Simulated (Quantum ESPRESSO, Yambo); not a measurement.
An input for Yambo 5.3.0 (BN (Qingsongite)):

```
optics
bss
bse
em1s
dipoles
rim_cut
RandQpts= 1000000
RandGvec= 1 RL
Chimod= "HARTREE"
BSKmod= "SEX"
BSEmod= "resonant"
BSSmod= "d"
BSENGexx= 30 Ry
BSENGBlk= 6 Ry
% BSEQptR
 3 | 3 |
%
% BSEBands
 2 | 6 |
%
% BEnRange
 0 | 14 | eV
%
% BDmRange
 0.1 | 0.1 | eV
%
BEnSteps= 141
% BLongDir
 1 | 0 | 0 |
%
% BndsRnXs
 1 | 16 |
%
NGsBlkXs= 6 Ry
% LongDrXs
 1 | 1 | 1 |
%
% KfnQP_E
 1.988 | 1.0 | 1.0 |
%
WRbsWF
```

```sh
OMP_NUM_THREADS=1 mpirun -n 4 yambo -F bse8.in -J bse8,bse3_W -C bse8 > bse8.log
```

The stored states that it reads are on a 8×8×8 mesh. The structure is cubic, space group F-43m (No. 216). The conventional cell has a = 3.615 Å, b = 3.615 Å, c = 3.615 Å, α = 90.00°, β = 90.00°, γ = 90.00°. B has 4 N at 1.57 Å nearest. Nearest to N lie 4 B at 1.57 Å. Farther neighbours and most contacts between anions are not listed.

Q: Estimate wall time and host memory on 4 MPI ranks of Arm Neoverse V1, shared host.

It took 1.8 min; on shared hardware allow 55 s to 3.6 min. Peak host memory was 1.7 GiB.

The kernel grows as the square of the matrix size, and full diagonalisation as its cube.

[Paths, hosts, dates, memory and timing lines, banners, echoed tables and standing remarks are left out of the program output.]

[Logs are printed without paths, hosts, clocks, repeated set-up lines and the standing remarks that a program may print on its own settings, such as how far it seeks lower states.]

[Runs of the session that timed out or met a known fault of the program may be left out.]

[Hosts, paths, dates, database ids (printed as entryN), source tags and the programs' standing remarks are cut or masked in the printed files.]
